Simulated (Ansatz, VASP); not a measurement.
Two plane-wave programs on TlCl

The input INCAR:

```
SYSTEM = TlCl
ALGO = Normal
EDIFF = 1E-7
ENCUT = 520
GGA = PE
ISIF = 2
ISMEAR = -1
LASPH = .TRUE.
LCHARG = .FALSE.
LREAL = .FALSE.
LWAVE = .FALSE.
NBANDS = 17
NELM = 80
PREC = Accurate
SIGMA = 0.05
```

KPOINTS

```
k-points
0
G
  7 7 7
  0 0 0
```

POSCAR

```
TlCl
1.0
    3.8593914685      0.0000000000      0.0000000000
    0.0000000000      3.8593914685      0.0000000000
    0.0000000000      0.0000000000      3.8593914685
Tl Cl
1 1
Direct
    0.0000000000      0.0000000000      0.0000000000
    0.5000000000      0.5000000000      0.5000000000
```

Contents of input.yaml:

```yaml
crystal:
  lattice:
    - [3.8593914685, 0.0, 0.0]
    - [0.0, 3.8593914685, 0.0]
    - [0.0, 0.0, 3.8593914685]
  atoms:
    - { symbol: Tl, position: [0.0, 0.0, 0.0] }
    - { symbol: Cl, position: [0.5, 0.5, 0.5] }
hamiltonian:
  xc: pbe
  pseudopotentials: { kind: paw }
kpoints:
  mp_grid: { grid: [7, 7, 7] }
scf:
  occupations: { method: fermi_dirac, width: 0.05 }
output:
  forces: true
  stress: true
  eigenvalues: true
  write_density: true
  write_potential: true
  elf: true
  volumetric_format: npy
```

Change from the starting cell: volume scaled by 1.02.

Alike in both runs: task single point; functional PBE; k mesh 7 × 7 × 7; occupations fermi-dirac, width 0.05 eV; no spin polarisation.

|  | VASP | Ansatz |
| --- | --- | --- |
| version | VASP 6.6.1 | Ansatz 0.2.0 |
| potentials or method | VASP PAW PBE potentials, release 64 (Tl_d, Cl) | Ansatz PAW |
| plane-wave cutoff (eV) | 520 | 420 |
| valence electrons in the cell | 20 | 20 |

Ansatz gave:

| Item | Value |
| --- | --- |
| gap on the k mesh at the Fermi level (eV) | 2.56 |
| least direct gap on the mesh (eV) | 2.56 |
| pressure (GPa) | 0.7 |

Question: What did VASP give for the same quantities?

Answer: gap on the k mesh at the Fermi level (eV): 2.57; least direct gap on the mesh (eV): 2.57; pressure (GPa): 0.7.

Caveats: spin-orbit coupling is left out, which as a rule narrows the gap of such compounds by several tenths of an eV; an odd mesh through Γ misses points on the zone boundary, where band edges often lie (VASP); odd divisions of the mesh miss points on the zone boundary, where band edges often lie, so the gap on the mesh can be too wide (Ansatz).
